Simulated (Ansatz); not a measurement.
Crystal: MoP.

```xyz
2
Lattice="3.2230 0.0000 0.0000 -1.6115 2.7912 0.0000 0.0000 0.0000 3.1910" Properties=species:S:1:pos:R:3 pbc="T T T"
Mo    0.0000    0.0000    0.0000
P     0.0000    1.8608    1.5955
```

Base run:

```yaml
Program: Ansatz 0.2.0
Functional: LDA
Potentials_or_basis: Ansatz PAW
Cutoff: "420 eV (not typed: the program's choice for these potentials)"
k_mesh: 10 × 10 × 8
Occupations: fermi-dirac, width 0.05 eV
Spin: no spin polarisation
Hubbard_terms: Mo d U = 5.3 eV
```

Its results: band gap on the k mesh none (metal or under the smearing width); pressure -8.9 GPa.

Q: The run is repeated on the same cell with these changes: functional from LDA to r2SCAN; cutoff from 420 eV (not typed: the program's choice for these potentials) to 500 eV (not typed: the program's choice for these potentials); hubbard terms from Mo d U = 5.3 eV to none; hubbard projectors from ortho-atomic (the default) to none. What comes out?

A: Band gap on the k mesh none (metal or under the smearing width); pressure 0.7 GPa.

Several settings changed at once, so the effect can't be laid on one alone.

Caveats: the PAW data sets come from PBE, with cores solved anew for the run's functional, which leaves a small shift of forces and pressure; U without spin polarisation on a metal has little footing (some runs); the U is typed as a test and isn't derived for this compound (some runs).
